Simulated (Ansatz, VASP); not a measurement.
**MgO: VASP beside Ansatz**

Wanted: the spread between two codes on one cell, functional and k mesh. The structure shown is the end of the Ansatz relaxation below.

Main program and level: Ansatz 0.2.0; plane waves, with VASP 6.6.1 beside it; single point at PBEsol.

### 1. The structure

Symmetry: I4/mmm, No. 139, tetragonal system. Conventional cell: a = 3.010 Å, b = 3.010 Å, c = 4.190 Å, α = 90.00°, β = 90.00°, γ = 90.00°. Nearest to Mg lie 6 O at 2.09 to 2.13 Å. O has 6 Mg at 2.09 to 2.13 Å nearest. Farther neighbours and most contacts between anions are not listed.

### 2. Ansatz: relaxation, PBEsol

Ansatz runs on its PAW soft_1 files.

This run makes the geometry at which the two programs are then compared.

The input, input.yaml:

```yaml
crystal:
  lattice:
    - [3.01034338, 0.0, 0.0]
    - [0.0, 3.01034338, 0.0]
    - [0.0, 0.0, 4.189827292]
  atoms:
    - { symbol: Mg, position: [0.0, 0.0, 0.0] }
    - { symbol: Mg, position: [0.5, 0.5, 0.5] }
    - { symbol: O, position: [0.0, 0.0, 0.5] }
    - { symbol: O, position: [0.5, 0.5, 0.0] }
kpoints:
  mp_grid: { grid: [9, 9, 7] }
scf:
  occupations: { method: fermi_dirac, width: 0.02 }
hamiltonian:
  xc: pbesol
  pseudopotentials: { kind: paw, azcp: { folder: soft_1 }, xc_functional: pbe }
basis:
  ecutwfc: 600
output:
  forces: true
  stress: true
relax:
  f_tol: 0.005
  max_steps: 70
  cell: { stress_tol: 0.02, p_target: 0, fix: [a, b, alpha, beta, gamma] }
```

Command:

```
$ ansatz run input.yaml --threads 8 --pin off --max-ram 18432MiB --backend cpu --events-out ev --progress --plain --runs-dir out
```

Numbers of over 12 decimals in the logs are rounded to 6 here.

What it wrote:

```text
Engine: ansatz 0.2.0, aarch64-unknown-linux-gnu
Pseudopotentials: kind: paw
Pseudopotential: Mg, paw, valence charge 10, recommended cutoff 420 eV (normal), soft_1/Mg.paw.azcp
Pseudopotential: O, paw, valence charge 6, recommended cutoff 420 eV (normal), soft_1/O.paw.azcp
Functional definition: PBEsol
  exchange = pbesol_x
  correlation = pbesol_c
Crystal: 4 atoms, lattice volume = 37.969 Å³
Basis set: ecut = 600 eV, 1265 PW (Γ), exchange–correlation on 50×50×72 points (8 copies of the dense FFT grid, shifted against one another)
Bands: 20, of which v1, the nominal top of the filled ones, is band 16 counted from 1 (15 counted from 0)
Symmetry: 32 space group operations
Space group: I4/mmm (ITA 139), of the structure as read, at distance tolerance 3.4e-5 Å
k-points: 60 of 567
Non-local potential: Mg, projectors of the file, l = 0: 3, l = 1: 2, l = 2: 1
Non-local potential: O, projectors of the file, l = 0: 2, l = 1: 2, l = 2: 1
PAW form: soft (Blöchl's): semilocal exchange-correlation on the pseudo side does not see the compensation charge
PAW frozen core: Mg, regenerated for the run's functional, and the local potential with it (the file was generated under x = pbe(κ = 0.804, μ = 0.219515), c = pbe(β = 0.066725))
PAW frozen core: O, regenerated for the run's functional, and the local potential with it (the file was generated under x = pbe(κ = 0.804, μ = 0.219515), c = pbe(β = 0.066725))
PAW one-centre angular grid: Mg, 110 points (default); XC on 64 Gauss nodes
PAW one-centre angular grid: O, 110 points (default); XC on 64 Gauss nodes
Initial density: superposition of atomic densities (chi_scale 0.1, normalization cell, long waves kept (reshape's long-wave potential 0.00 eV rms))
Initial wavefunctions: pseudopotential atomic-orbital guess
Functional: x = pbesol(κ = 0.804, μ = 0.123457), c = pbesol(β = 0.046)
SCF iter   1: F=—  HF=-4951.759155 eV  |F-HF|=—  |Δ(HF+E_count)|=         —  Δρ=7.13e-2  dr2=9.61e-1  ethr=3.10e-3  ⟨swp⟩=6.0  Hψ=5693  notcnv=0
preconditioner: auto → none  [insulator: Δε(μ)=4.096 eV  Ē_g=15.449 eV  σ=0.020 eV  W_gap=1.00  n_scr=14 (ndim 8)  ℏωp=24.1 eV  f_vac=0.000  D(μ)=0.00/eV (n_scr^D=0)  ε∞_Penn≈3.4]
SCF iter   2: F=—  HF=-4951.673686 eV  |F-HF|=—  |Δ(HF+E_count)|=   8.55e-2  Δρ=2.69e-2  dr2=1.59e-1  ethr=3.00e-3  ⟨swp⟩=2.6  Hψ=2547  notcnv=0
SCF iter   3: F=—  HF=-4951.743599 eV  |F-HF|=—  |Δ(HF+E_count)|=   6.99e-2  Δρ=4.92e-3  dr2=4.96e-3  ethr=4.96e-4  ⟨swp⟩=2.1  Hψ=2213  notcnv=0
SCF iter   4: F=—  HF=-4951.748899 eV  |F-HF|=—  |Δ(HF+E_count)|=   5.30e-3  Δρ=6.36e-4  dr2=1.29e-4  ethr=1.55e-5  ⟨swp⟩=2.0  Hψ=2400  notcnv=0
SCF iter   5: F=—  HF=-4951.748891 eV  |F-HF|=—  |Δ(HF+E_count)|=   7.66e-6  Δρ=1.44e-4  dr2=4.26e-6  ethr=4.02e-7  ⟨swp⟩=3.0  Hψ=2045  notcnv=0
SCF iter   6: F=—  HF=-4951.748906 eV  |F-HF|=—  |Δ(HF+E_count)|=   1.45e-5  Δρ=1.88e-5  dr2=6.14e-8  ethr=3.13e-10  ⟨swp⟩=3.1  Hψ=5304  notcnv=0
SCF iter   7: F=-4951.748906 eV  HF=-4951.748906 eV  |F-HF|=2.45e-10  |Δ(HF+E_count)|=   2.64e-8  Δρ=1.62e-6  dr2=4.14e-10  ethr=1.92e-10  ⟨swp⟩=2.5  Hψ=4352  notcnv=0
SCF 1 converged in 7 iterations: F = -4951.748906 eV  dr2 = 4.14e-10
  greatest PAW one-centre occupation: 1.000 electrons in one spin orbital (limit 2), on the Mg atom at site 1 (counted from 0), in its partial waves of l = 0
relax step   1: F+E_penalty+E_count = -4951.74890575 eV  Δ(F+E_penalty+E_count) = +0.000e0 eV  max|allowed force component| = 1.299e-29 eV/Å  Δτ_max = 0.0000 Å  P = -2.042 GPa  Ω = 37.969 Å³  fix = [a, b, alpha, beta, gamma]  reactions: a -3.065, b -3.065 GPa  (7 SCF iters, dr2 threshold 1.00e-7 eV, accepted)
Initial density: handed on by an earlier stage of this run
Initial wavefunctions: pseudopotential atomic-orbital guess (no wavefunctions were taken with the density)
iter 1 solved again at ethr=1.06e-7 eV; its pass at ethr=3.10e-3 eV (dr2=3.40e-5 eV) is discarded
SCF iter   1: F=—  HF=-4951.748890 eV  |F-HF|=—  |Δ(HF+E_count)|=         —  Δρ=4.34e-6  dr2=3.99e-9  ethr=1.06e-7  ⟨swp⟩=3.5  Hψ=9197  notcnv=0
eigensolver tolerance schedule: the retry pair's looser diagonalisation over-reported the residual by 8507.54 of it (diagonalisation noise at 0.41 of the residual, at the tolerance the schedule requests for it); recorded, not acted on — ethr = c·dr2/N_el stays at c = 1.0e-1
preconditioner: auto → none  [insulator: Δε(μ)=4.474 eV  Ē_g=15.619 eV  σ=0.020 eV  W_gap=1.00  n_scr=14 (ndim 8)  ℏωp=24.1 eV  f_vac=0.000  D(μ)=0.00/eV (n_scr^D=0)  ε∞_Penn≈3.4]
SCF iter   2: F=—  HF=-4951.748906 eV  |F-HF|=—  |Δ(HF+E_count)|=   1.61e-5  Δρ=2.85e-6  dr2=1.69e-9  ethr=1.25e-11  ⟨swp⟩=3.0  Hψ=2964  notcnv=0
[...]
SCF iter   5: F=—  HF=-4951.748906 eV  |F-HF|=—  |Δ(HF+E_count)|=  1.64e-11  Δρ=2.15e-7  dr2=9.80e-12  ethr=1.00e-12  ⟨swp⟩=1.0  Hψ=1200  notcnv=0
iter 6 did not close the SCF: its close was put off for the readings that it lacked (scf_convergence_deferred on its scf_iter line)
SCF iter   6: F=-4951.748906 eV  HF=-4951.748906 eV  |F-HF|=9.09e-13  |Δ(HF+E_count)|=  1.82e-12  Δρ=9.61e-8  dr2=1.67e-12  ethr=1.00e-12  ⟨swp⟩=1.0  Hψ=1200  notcnv=0
iter 7 did not close the SCF: its close was put off for the readings that it lacked (scf_convergence_deferred on its scf_iter line)
SCF iter   7: F=-4951.748906 eV  HF=-4951.748906 eV  |F-HF|=9.09e-13  |Δ(HF+E_count)|=    0.00e0  Δρ=1.88e-8  dr2=5.69e-14  ethr=1.00e-12  ⟨swp⟩=1.0  Hψ=1200  notcnv=0
iter 8 did not close the SCF: its close was put off for the readings that it lacked (scf_convergence_deferred on its scf_iter line)
SCF iter   8: F=-4951.748906 eV  HF=-4951.748906 eV  |F-HF|=0.00e0  |Δ(HF+E_count)|=    0.00e0  Δρ=8.29e-9  dr2=1.07e-14  ethr=1.00e-12  ⟨swp⟩=1.0  Hψ=1200  notcnv=0
iter 9 did not close the SCF: its close was put off for the readings that it lacked (scf_convergence_deferred on its scf_iter line)
SCF iter   9: F=-4951.748906 eV  HF=-4951.748906 eV  |F-HF|=9.09e-13  |Δ(HF+E_count)|=  9.09e-13  Δρ=5.92e-9  dr2=6.16e-15  ethr=1.00e-12  ⟨swp⟩=1.0  Hψ=1200  notcnv=0
SCF iter  10: F=-4951.748906 eV  HF=-4951.748906 eV  |F-HF|=0.00e0  |Δ(HF+E_count)|=    0.00e0  Δρ=2.17e-9  dr2=9.82e-16  ethr=1.00e-12  ⟨swp⟩=2.0  Hψ=3497  notcnv=0
SCF 2 converged in 10 iterations: F = -4951.748906 eV  dr2 = 9.82e-16
relax step   2: F+E_penalty+E_count = -4951.74890575 eV  Δ(F+E_penalty+E_count) = -1.828e-10 eV  max|allowed force component| = 3.562e-30 eV/Å  Δτ_max = 0.0000 Å  P = -2.042 GPa  Ω = 37.969 Å³  fix = [a, b, alpha, beta, gamma]  reactions: a -3.065, b -3.065 GPa  stress off target by 4.67e-3 GPa on what of the cell is left free  SCF on the basis re-selected at this cell (its energy is not comparable with the rows above)  (10 SCF iters)
basis re-selected at this cell: Δ(F+E_penalty+E_count) = -1.828e-10 eV, ΔP = -0.000 GPa vs the last step (what re-selecting the basis moved, of the pressure what is left beyond the Pulay correction that the steps carried, after the strain that the cell walked since its last selection, with what the two solves' SCF thresholds leave and, on support functions, any second-order correction that the steps lacked; it is no  [...]
SCF converged after 10 iterations
Free energy (F): -4951.748906 eV
Harris-Foulkes:  -4951.748906 eV  (|F-HF|=0.00e0)
Internal energy: -4951.748906 eV  (E = F + TS)
E sigma→0 (E₀):  -4951.748906 eV
Fermi energy:    9.996905 eV
--- Per-component energies (eV) ---
  E_band       = -593.195132
  E_kinetic    = 484.378668
  E_local      = -3403.547347  (includes V_loc(G=0)·N_el)
  E_nonlocal   = 495.430375
  E_hartree    = 1127.664165
  E_xc         = -198.394811
  E_vxc        = -255.537425  (∫ρ·V_xc dr)
  E_paw        = -892.701991  (= ΣΔE_a)
  E_vpaw       = -169.248076  (= ΣTr[D̂ρ^β])
  E_aug_tail   = 0.000344  (compensation charges beyond the density's cutoff)
  E_ewald      = -2564.766608
  E_core_change = 0.188300  (= ΣΔE_core)
  E_smearing   = -0.000000  (= −TS)
  E_closure    = 0.000000  (closes the sum)
  Σ components = -4951.748906   (vs F -4951.748906, Δ=0.00e0)
--- Forces (eV/Å), atoms counted from 1 ---
  atom   1  Mg    -0.00000000     0.00000000     0.00000000
  atom   2  Mg     0.00000000     0.00000000     0.00000000
  atom   3  O      0.00000000     0.00000000     0.00000000
  atom   4  O     -0.00000000    -0.00000000     0.00000000
  max |Σ_I F_I| component: 7.89e-30 eV/Å
--- Stress (GPa, compression-positive) ---
       -3.065384       0.000000       0.000000
        0.000000      -3.065384       0.000000
        0.000000       0.000000       0.004668
  P = ⅓ Tr σ = -2.0420 GPa (-20.420 kbar)
--- Relaxed structure (1 steps of the walk, 1 accepted, 1 SCFs on fresh bases) ---
  F+E_penalty+E_count = -4951.74890575 eV   max|allowed force component| = 3.562e-30 eV/Å   (the final SCF, on the basis selected at the relaxed cell)
  cell:  # Å, volume = 37.9689 Å³
    - [3.01034338, 0.0, 0.0]
    - [0.0, 3.01034338, 0.0]
    - [0.0, 0.0, 4.189827292]
  atoms:
    - { symbol: Mg, position: [0.0, 0.0, 0.0] }
    - { symbol: Mg, position: [0.5, 0.5, 0.500000] }
    - { symbol: O, position: [0.0, 0.0, 0.500000] }
    - { symbol: O, position: [0.5, 0.5, 0.0] }
```

The column dr2 measures how far the density is from self-consistency, as an energy; F and HF (Harris–Foulkes) agree once it is small.

### 3. VASP: single point, PBEsol, pair 1

The same cell, functional, mesh and smearing now go to VASP, with its own data sets.

Lines of VASP's logs that name or quote its potential files are left out, and so is its time.

The input, INCAR:

```
SYSTEM = MgO
PREC = Accurate
ENCUT = 600
EDIFF = 1E-06
NELM = 120
ISMEAR = -1
SIGMA = 0.02
LREAL = .FALSE.
ALGO = Normal
GGA = PS
NBANDS = 14
LORBIT = 11
LWAVE = .FALSE.
LCHARG = .FALSE.
ISIF = 2
LASPH = .TRUE.
GGA_COMPAT = .FALSE.
EFERMI = MIDGAP
KPAR = 2
```

The input, POSCAR:

```
MgO
1.0
    3.0103433800      0.0000000000      0.0000000000
    0.0000000000      3.0103433800      0.0000000000
    0.0000000000      0.0000000000      4.1898272920
Mg O
2 2
Direct
    0.0000000000      0.0000000000      0.0000000000
    0.5000000000      0.5000000000      0.5000000000
    0.0000000000      0.0000000000      0.5000000000
    0.5000000000      0.5000000000      0.0000000000
```

The input, KPOINTS:

```
Automatic mesh
0
Gamma
9 9 7
0 0 0
```

Potentials, in the order of the species: Mg and O (PBE family, release 64).

Command:

```
$ mpirun -np 2 vasp_std
```

What it wrote:

```text
[banner, memory and clock lines left out]
running    2 mpi-ranks, on    1 nodes
 distrk:  each k-point on    1 cores,    2 groups
 distr:  one band on    1 cores,    1 groups

 POSCAR found type information on POSCAR MgO
 POSCAR found :  2 types and       4 ions
|                                                                             |
|               ----> ADVICE to this user running VASP <----                  |
|                                                                             |
|     You enforced a specific xc type in the INCAR file but a different       |
|     [... a line on the potential file left out ...]
|     I HOPE YOU KNOW WHAT YOU ARE DOING!                                     |
|                                                                             |

 LDA part: xc-table for (Slater+PW92), standard interpolation
 POSCAR, INCAR and KPOINTS ok, starting setup
 FFT: planning ... GRIDC
 FFT: planning ... GRID_SOFT
 FFT: planning ... GRID
 WAVECAR not read
 entering main loop
       N       E                     dE             d eps       ncg     rms          rms(c)
DAV:   1     0.667679960914E+02    0.66768E+02   -0.89314E+03  1760   0.116E+03
DAV:   2    -0.238357314143E+02   -0.90604E+02   -0.82995E+02  2222   0.228E+02
DAV:   3    -0.277701590525E+02   -0.39344E+01   -0.39198E+01  2034   0.486E+01
DAV:   4    -0.277865981393E+02   -0.16439E-01   -0.16438E-01  1938   0.368E+00
DAV:   5    -0.277866651255E+02   -0.66986E-04   -0.66986E-04  2094   0.235E-01    0.940E+00
DAV:   6    -0.250928343677E+02    0.26938E+01   -0.81756E+00  1710   0.237E+01    0.311E+00
DAV:   7    -0.250501934945E+02    0.42641E-01   -0.14108E-01  1746   0.345E+00    0.188E+00
DAV:   8    -0.250233101250E+02    0.26883E-01   -0.56296E-02  1806   0.298E+00    0.385E-01
DAV:   9    -0.250218825594E+02    0.14276E-02   -0.21407E-03  2172   0.463E-01    0.139E-01
DAV:  10    -0.250218641541E+02    0.18405E-04   -0.57502E-04  1890   0.199E-01    0.108E-02
DAV:  11    -0.250218652482E+02   -0.10941E-05   -0.20723E-06  1890   0.145E-02    0.681E-03
DAV:  12    -0.250218647260E+02    0.52220E-06   -0.12730E-06  1068   0.113E-02
   1 F= -.25021865E+02 E0= -.25021865E+02  d E =0.000000E+00
```

Parts of OUTCAR (step 3):

```text
ion  position               nearest neighbor table
   1  0.000  0.000  0.000-   3 2.09   3 2.09   4 2.13   4 2.13   4 2.13   4 2.13   2 2.99   2 2.99
                             2 2.99   2 2.99   2 2.99   2 2.99   2 2.99   2 2.99
   2  0.500  0.500  0.500-   4 2.09   4 2.09   3 2.13   3 2.13   3 2.13   3 2.13   1 2.99   1 2.99
                             1 2.99   1 2.99   1 2.99   1 2.99   1 2.99   1 2.99
   3  0.000  0.000  0.500-   1 2.09   1 2.09   2 2.13   2 2.13   2 2.13   2 2.13
   4  0.500  0.500  0.000-   2 2.09   2 2.09   1 2.13   1 2.13   1 2.13   1 2.13

  LATTYP: Found a simple tetragonal cell.
 ALAT       =     3.0103433800
 C/A-ratio  =     1.3918104226

 Subroutine GETGRP returns: Found 16 space group operations
 (whereof 16 operations were pure point group operations)

The static configuration has the point symmetry D_4h.

 Found     60 irreducible k-points:

   k-points           NKPTS =     60   k-points in BZ     NKDIM =     60   number of bands    NBANDS=     14

   dimension x,y,z NGX =    24 NGY =   24 NGZ =   36
   dimension x,y,z NGXF=    48 NGYF=   48 NGZF=   72

   ENCUT  =  600.0 eV  44.10 Ry    6.64 a.u.   6.01  6.01  8.37*2*pi/ulx,y,z

   NELECT =      16.0000    total number of electrons

 k-points in reciprocal lattice and weights: Automatic mesh
   0.00000000  0.00000000  0.00000000       0.002
   0.11111111  0.00000000  0.00000000       0.007
   0.22222222  0.00000000  0.00000000       0.007
   0.33333333  0.00000000  0.00000000       0.007
   0.44444444  0.00000000  0.00000000       0.007
   0.11111111  0.11111111  0.00000000       0.007
   0.22222222  0.11111111  0.00000000       0.014
   0.33333333  0.11111111  0.00000000       0.014
   0.44444444  0.11111111  0.00000000       0.014
[...]
0.44444444  0.33333333  0.42857143       0.028
   0.44444444  0.44444444  0.42857143       0.014

 average (electrostatic) potential at core
       1 -34.8473       2 -34.8473       3 -69.6869       4 -69.6869

 E-fermi :   5.1919

 k-point     1 :       0.0000    0.0000    0.0000
  band No.  band energies     occupation
    ...
      4       1.5569      2.00000
      5       1.5569      2.00000
      6       2.9208      2.00000
      7       2.9575      2.00000
      8       2.9575      2.00000
      9       7.4262      0.00000
     10      11.7428      0.00000
     11      12.6434      0.00000
     12      15.8890      0.00000
     13      18.4382      0.00000
    ...

 k-point     2 :       0.1111    0.0000    0.0000
  band No.  band energies     occupation
    ...
      4       1.2016      2.00000
      5       1.6009      2.00000
      6       2.4300      2.00000
      7       2.8200      2.00000
      8       2.9198      2.00000
      9       7.9687      0.00000
     10      12.0613      0.00000
     11      13.0414      0.00000
     12      15.7615      0.00000
     13      17.3791      0.00000
    ...

 k-point     3 :       0.2222    0.0000    0.0000
  band No.  band energies     occupation
    ...
      4       0.4337      2.00000
      5       1.3685      2.00000
      6       1.7279      2.00000
      7       2.5099      2.00000
      8       2.8085      2.00000
      9       9.1154      0.00000
     10      12.5913      0.00000
     11      14.1278      0.00000
     12      15.4241      0.00000
     13      15.9298      0.00000
    ...

  Total       -0.9248331     -0.9248331     -0.1966771      0.0000000      0.0000000      0.0000000
  in kB      -39.0252570    -39.0252570     -8.2992010      0.0000000      0.0000000      0.0000000
  external PRESSURE =     -28.7832383 kB  Pullay stress =       0.0000000 kB

  energy-cutoff  :      600.00
  volume of cell :       37.97
      direct lattice vectors                 reciprocal lattice vectors
     3.010343380  0.000000000  0.000000000     0.332188018  0.000000000  0.000000000
     0.000000000  3.010343380  0.000000000     0.000000000  0.332188018  0.000000000
     0.000000000  0.000000000  4.189827292     0.000000000  0.000000000  0.238673322

 POSITION                                       TOTAL-FORCE (eV/Angst)
 -----------------------------------------------------------------------------------
      0.00000      0.00000      0.00000         0.000000     -0.000000      0.000000
      1.50517      1.50517      2.09491         0.000000     -0.000000     -0.000000
      0.00000      0.00000      2.09491         0.000000     -0.000000      0.000000
      1.50517      1.50517      0.00000        -0.000000      0.000000      0.000000
 -----------------------------------------------------------------------------------
    total drift:                                0.000000     -0.000000     -0.000000

  FREE ENERGIE OF THE ION-ELECTRON SYSTEM (eV)
  ---------------------------------------------------
  free  energy   TOTEN  =       -25.0218647260 eV

  energy  without entropy=      -25.0218647260  energy(sigma->0) =      -25.02186473

 total charge
# of ion       s       p       d       tot
------------------------------------------
    1        0.148   0.176   0.077   0.401
    2        0.148   0.176   0.077   0.401
    3        1.534   3.534   0.000   5.067
    4        1.534   3.534   0.000   5.067
--------------------------------------------------
tot          3.363   7.420   0.154  10.936

[... 3 further parts left out ...]
```

The run ends at a pressure of -2.88 GPa.

### 4. Comparison

Known differences besides the potentials themselves: the data sets hold 32 valence electrons in Ansatz (on its PAW soft_1 files) and 16 in VASP; Ansatz makes its cores anew for this functional, VASP keeps those of its PBE data sets; Ansatz's pressure holds a Pulay correction, VASP's none. Total energies have different zeros and are not compared.

The two programs side by side:

```
              quantity  Ansatz   VASP  difference
        pressure (GPa)   -2.04  -2.88       +0.84
gap on the k mesh (eV)   4.474  4.469      +0.006
```

A gap on the mesh is an upper bound, since the band edges may lie between its points.

### 5. Ansatz: relaxation, PBEsol

This run makes the geometry at which the two programs are then compared. The cell compared in this pair holds 36.43 Å³, against 37.97 Å³ for the pair before.

The structure compared here is the end of the Ansatz relaxation.

Changes to input.yaml since step 2:

```diff
@@ -2,5 +2,5 @@
   lattice:
-    - [3.01034338, 0.0, 0.0]
-    - [0.0, 3.01034338, 0.0]
-    - [0.0, 0.0, 4.189827292]
+    - [2.92092724, 0.0, 0.0]
+    - [0.0, 2.92092724, 0.0]
+    - [0.0, 0.0, 4.265699416]
   atoms:
```

Command:

```
$ ansatz run input.yaml --threads 8 --pin off --max-ram 18432MiB --backend cpu --events-out ev --progress --plain --runs-dir out
```

What it wrote:

```text
[...]
Crystal: 4 atoms, lattice volume = 36.394 Å³
Basis set: ecut = 600 eV, 1237 PW (Γ), exchange–correlation on 48×48×72 points (8 copies of the dense FFT grid, shifted against one another)
Bands: 20, of which v1, the nominal top of the filled ones, is band 16 counted from 1 (15 counted from 0)
Symmetry: 32 space group operations
[...]
k-points: 60 of 567
[...]
0.000000       0.000000       0.001355
  P = ⅓ Tr σ = 4.9558 GPa (49.558 kbar)
--- Relaxed structure (3 steps of the walk, 3 accepted, 1 SCFs on fresh bases) ---
[...]
cell:  # Å, volume = 36.4299 Å³
    - [2.92092724, 0, 0.0]
    - [0, 2.92092724, 0.0]
    - [0.0, 0.0, 4.269885]
  atoms:
    - { symbol: Mg, position: [0, 0, 0] }
    - { symbol: Mg, position: [0.5, 0.5, 0.5] }
    - { symbol: O, position: [0, 0, 0.5] }
    - { symbol: O, position: [0.5, 0.5, 0] }
[key lines of the parts left out:]
SCF converged after 6 iterations
Free energy (F): -4951.723096 eV
Fermi energy:    10.710418 eV
```

[end of part 1 of 2]

[Lines on the potential files, build, host, timing and source positions are cut from VASP's logs without a mark.]

[Logs are printed without paths, hosts, clocks, repeated set-up lines and the standing remarks that a program may print on its own settings, such as how far it seeks lower states.]

[Hosts, paths, dates, database ids (printed as entryN), source tags and the programs' standing remarks are cut or masked in the printed files.]
